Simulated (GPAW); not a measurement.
# BaTiO3 (Barioperovskite) (Amm2) in GPAW: further runs, part 2 of 2

GPAW 26.7.0.

## Step 3: Equation of state, LDA

The input, run.py:

```python
from ase import Atoms
from ase.eos import EquationOfState
from ase.io import Trajectory
from ase.units import GPa
from gpaw import GPAW, PW

atoms = Atoms(['Ba', 'Ti', 'O', 'O', 'O'],
              cell=[[3.9855, 0.0, 0.0],
                    [0.0, 2.8369, 2.84515],
                    [0.0, -2.8369, 2.84515]],
              scaled_positions=[[0.0, 0.0, 0.0],
                                [0.5, 0.5124, 0.5124],
                                [0.5, 0.99184, 0.50524],
                                [0.5, 0.50524, 0.99184],
                                [0.0, 0.4874, 0.4874]],
              pbc=True)

traj = Trajectory('eos.traj', 'w')
volumes, energies = [], []
for x in [0.94, 0.96, 0.98, 1.0, 1.02, 1.04, 1.06]:
    a = atoms.copy()
    a.set_cell(atoms.cell * x**(1 / 3), scale_atoms=True)
    calc = GPAW(mode=PW(800),
                xc='LDA',
                kpts={'size': (5, 5, 5), 'gamma': True},
                occupations={'name': 'fermi-dirac', 'width': 0.05},
                nbands=36,
                convergence={'density': 1e-05, 'energy': 1e-05},
                maxiter=150,
                txt=f'eos-{x:.2f}.txt')
    a.calc = calc
    energies.append(a.get_potential_energy(force_consistent=True))
    volumes.append(a.get_volume())
    p = -a.get_stress()[:3].mean() / GPa
    calc.write(f'eos-{x:.2f}.gpw')
    traj.write(a)
    print(f'{x:.2f} {volumes[-1]:10.4f} A^3 {energies[-1]:14.6f} eV {p:9.3f} GPa', flush=True)

v0, e0, B = EquationOfState(volumes, energies, eos='birchmurnaghan').fit()
print(f'V0 = {v0:.4f} A^3, E0 = {e0:.6f} eV, B0 = {B / GPa:.2f} GPa')
```

Potentials or basis: the program's PAW data sets (release 1.2.1) made for this functional, pw.

Started as:

```sh
$ OMP_NUM_THREADS=1 python run.py
```

Output:

```text
__  _  _
 | _ |_)|_||  |
 |__||  | ||/\| - 26.7.0

Input parameters:
  mode=PW(ecut=800.0),
  convergence={'density': 1e-05, 'energy': 1e-05},
  kpts=MonkhorstPack(size=(5, 5, 5), gamma=True),
  maxiter=150,
  nbands=36,
  occupations=Occupations(name='fermi-dirac', width=0.05),
  xc=XC(name='LDA')

Diagonalizing LCAO Hamiltonian
Converting LCAO to pw mode

              O
            O
        O    Ti

        Ba

Atoms  # Å, Bohr magnetons
|   | symbol |        x |         y |        z |    initial magnetic moments |
|---|--------|----------|-----------|----------|-----------------------------|
| 0 |     Ba | 0.000000 |  0.000000 | 0.000000 | ( 0.0000,  0.0000,  0.0000) |
| 1 |     Ti | 1.965818 |  0.000000 | 2.876303 | ( 0.0000,  0.0000,  0.0000) |
| 2 |      O | 1.965818 |  1.361779 | 4.201850 | ( 0.0000,  0.0000,  0.0000) |
| 3 |      O | 1.965818 | -1.361779 | 4.201850 | ( 0.0000,  0.0000,  0.0000) |
| 4 |      O | 0.000000 | -0.000000 | 2.735969 | ( 0.0000,  0.0000,  0.0000) |

Unit cell  # Å
| periodic |        x |         y |        z |  lengths |    angles |
|----------|----------|-----------|----------|----------|-----------|
|      yes | 3.931635 |  0.000000 | 0.000000 | 3.931635 | 89.833620 |
|      yes | 0.000000 |  2.798559 | 2.806697 | 3.963519 | 90.000000 |
|      yes | 0.000000 | -2.798559 | 2.806697 | 3.963519 | 90.000000 |

Number of symmetries: 4
Symmetry operations  # r_c * U_cc + t_c -> r_c
|   | kind |            matrix            |
|---|------|------------------------------|
| 0 |  E   |  1, 0, 0,  0, 1, 0,  0, 0, 1 |
| 1 |  σ   |  1, 0, 0,  0, 0, 1,  0, 1, 0 |
| 2 |  σ   | -1, 0, 0,  0, 1, 0,  0, 0, 1 |
| 3 |  C2  | -1, 0, 0,  0, 0, 1,  0, 1, 0 |

BZ-sampling:
  Number of BZ points: 125
  Number of IBZ points: 27

  Monkhorst-Pack size: [5, 5, 5]
  Monkhorst-Pack shift: [0, 0, 0]

K-points  # in reciprocal-cell coordinates
|     |                                coordinates |     weight |
|-----|--------------------------------------------|------------|
|   0 | (  0.00000000,   0.00000000,   0.00000000) | 0.00800000 |
|   1 | (  0.00000000,   0.20000000,  -0.20000000) | 0.01600000 |
|   2 | (  0.00000000,   0.20000000,   0.00000000) | 0.03200000 |
|   3 | (  0.00000000,   0.20000000,   0.20000000) | 0.01600000 |
|   4 | (  0.00000000,   0.40000000,  -0.40000000) | 0.01600000 |
|   5 | (  0.00000000,   0.40000000,  -0.20000000) | 0.03200000 |
|   6 | (  0.00000000,   0.40000000,   0.00000000) | 0.03200000 |
|   7 | (  0.00000000,   0.40000000,   0.20000000) | 0.03200000 |
|   8 | (  0.00000000,   0.40000000,   0.40000000) | 0.01600000 |
|   9 | (  0.20000000,   0.00000000,   0.00000000) | 0.01600000 |
| ... |                                            |            |
|  26 | (  0.40000000,   0.40000000,   0.40000000) | 0.03200000 |

Plane wave coefficients: 3185
Cutoff: 800.0 eV

Spin-components: 1 (collinear spins)
Bands:           36
Projectors:      27
Spin-degeneracy: 2
Datatype:        complex128

Parallelization:
  kpt:    1
  domain: 1
  band:   1

Density:
  Valence electrons: 40.0
  Components: 1
  Grid points: [27 27 27]
  Charge: 0.0  # |e|

Potential:
  Grid points: [27 27 27]

species:
  Ba:
    name:    Barium
    Z:       56.0
    valence: 10
    core:    46
    charge:  0.0  # [|e|]
    compensation charges:
      type: gauss
      rc: 0.37  # [Å]
      lmax: 2
    cutoffs:
      filter: 2.06  # [Å]
      core: 2.33  # [Å]
    projectors
    | kind |    occ | energy [eV] | rcut [Å] |
    |------|--------|-------------|----------|
    |   5s |  2.000 |     -33.774 |    1.164 |
    |   6s |  2.000 |      -3.346 |    1.164 |
    |   5p |  6.000 |     -18.813 |    1.164 |
    |    p |        |       0.000 |    1.164 |
    |    d |        |       0.000 |    1.164 |
    |    d |        |      27.211 |    1.164 |

    Using partial waves for Ba as LCAO basis

  Ti:
    name:    Titanium
    Z:       22.0
    valence: 12
    core:    10
    charge:  0.0  # [|e|]
    compensation charges:
      type: gauss
      rc: 0.38  # [Å]
      lmax: 2
    cutoffs:
      filter: 2.23  # [Å]
      core: 1.02  # [Å]
    projectors
    | kind |    occ | energy [eV] | rcut [Å] |
    |------|--------|-------------|----------|
    |   3s |  2.000 |     -62.257 |    1.270 |
    |   4s |  2.000 |      -4.593 |    1.270 |
    |   3p |  6.000 |     -38.791 |    1.058 |
    |   4p |  0.000 |      -1.536 |    1.058 |
    |   3d |  2.000 |      -4.463 |    1.058 |
    |    d |        |      22.748 |    1.058 |

    Using partial waves for Ti as LCAO basis

  O:
    name:    Oxygen
    Z:       8.0
    valence: 6
    core:    2
    charge:  0.0  # [|e|]
    compensation charges:
      type: gauss
      rc: 0.21  # [Å]
      lmax: 2
    cutoffs:
      filter: 1.17  # [Å]
      core: 0.83  # [Å]
    projectors
    | kind |    occ | energy [eV] | rcut [Å] |
    |------|--------|-------------|----------|
    |   2s |  2.000 |     -23.752 |    0.688 |
    |   2p |  4.000 |      -9.195 |    0.598 |
    |    s |        |       3.459 |    0.688 |
    |    p |        |      18.016 |    0.598 |
    |    d |        |       0.000 |    0.619 |

    Using partial waves for O as LCAO basis

Reference energy: -250365.446817  # eV

eigensolver:
  PPCG
  Converge bands: occupied
  niter=2

density mixing:
  MSR1-Mixer
  Pratt-step length: 0.05
  Maximum mixing coefficient: 0.75
  Old densities: 10
  SVD Regularization: 0.005
  Good broyden scale: 1.0
  Trust region scale: 1.0
  Backstep threshold: 4.0
  History deletion threshold: 6.0
  Fourier metric: weight=20.0, sigma=0.015

occupation numbers:
  Fermi-Dirac:
    width: 0.0500  # eV

poisson solver:
  ecut: 6400.0  # eV

xc functional:
  name: None

convergence criteria:
- Maximum integral of absolute [dens]ity change: 1e-05 electrons / valence electron
- Maximum [total energy] change in last 3 cyles: 1e-05 eV / valence electron
- Maximum integral of absolute [eigenst]ate change: 4e-08 eV^2 / valence electron
maximum number of iterations: 150

SCF iterations
|iter     | |      energy | eigst |  dens |
|---------|-|-------------|-------|-------|
|iter:   1| |  -48.981809 | +0.28 |       |
|iter:   2| |  -47.364985 | -1.43 | -0.88 |
|iter:   3| |  -44.052943 | -0.94 | -0.95 |
|iter:   4| |  -43.877357 | -2.27 | -1.49 |
|iter:   5| |  -43.838139 | -2.99 | -1.67 |
|iter:   6| |  -43.834416 | -3.74 | -2.02 |
|iter:   7| |  -43.834441 | -4.66 | -2.86 |
|iter:   8| |  -43.834349c| -5.24 | -3.17 |
|iter:   9| |  -43.834345c| -6.47 | -3.64 |
|iter:  10| |  -43.834345c| -7.87c| -4.20 |
|iter:  11| |  -43.834345c| -8.69c| -5.23c|

Converged in 11 steps
Energy contributions relative to reference atoms: (reference = -250365.446817)

Energy contributions:
  Kinetic:          48.277526
  Coulomb:         -49.715436
  Zero:              0.738965
  External:          0.000000
  Xc:              -43.135400
  Entropy:          -0.000000
  Spinorbit:         0.000000
  ----------------------------
  Free energy:     -43.834345
  Extrapolated:    -43.834345

dipole moment: (-34.726793, -0.000000, -19.148859)  # |e|*Ang

Fermi level: 8.643
Eigenvalues  # (at kpt = [0.000, 0.000, 0.000])
| band index |      eig [eV] | occ [0-2] |
|------------|---------------|-----------|
|          0 |       -47.954 |     2.000 |
|        ... |               |           |
|         12 |         5.466 |     2.000 |
|         13 |         5.468 |     2.000 |
|         14 |         6.435 |     2.000 |
|         15 |         6.495 |     2.000 |
|         16 |         6.550 |     2.000 |
|         17 |         7.414 |     2.000 |
[... 8 lines left out ...]
|         26 |        12.773 |     0.000 |
|         27 |        15.355 |     0.000 |
|        ... |               |           |
|         35 |        27.129 |     0.000 |

Gap: 2.019 eV
Transition (v -> c):
  (s=0, k=26, n=19, [0.40, 0.40, 0.40]) -> (s=0, k=0, n=20, [0.00, 0.00, 0.00])
Direct/indirect transitions are different
Direct gap: 2.031 eV
Transition at: (s=0, k=0, n=19, [0.00, 0.00, 0.00])

Stress tensor  # eV/Ang^3
|         x |         y |        z |
|-----------|-----------|----------|
| -0.000024 |  0.000000 | 0.000000 |
|  0.000000 | -0.001056 | 0.000000 |
|  0.000000 |  0.000000 | 0.003349 |

# Writing to eos-0.96.gpw (mode='')
```

Run time: 6.6 min. Hardware: 1 thread of Arm Neoverse V2, shared host; peak memory 0.48 GiB.

What came out:

| Item | Value |
| --- | --- |
| Equilibrium volume | 12.36 Å³/atom |
| Bulk modulus at fixed shape and positions | 192 GPa |
| Pressure derivative of the bulk modulus | 4.6 |

Energy against volume, from the lowest point:
| volume (Å³/atom) | energy (meV/atom) |
| --- | --- |
| 12.095 | 3.54 |
| 12.353 | 0.00 |
| 12.610 | 2.91 |
| 12.867 | 11.58 |
| 13.125 | 25.39 |
| 13.382 | 43.77 |
| 13.639 | 66.20 |

Caveat: the cell was scaled at fixed shape and fractional positions, which overstates the stiffness of a crystal with free parameters, most of all of layers and chains.
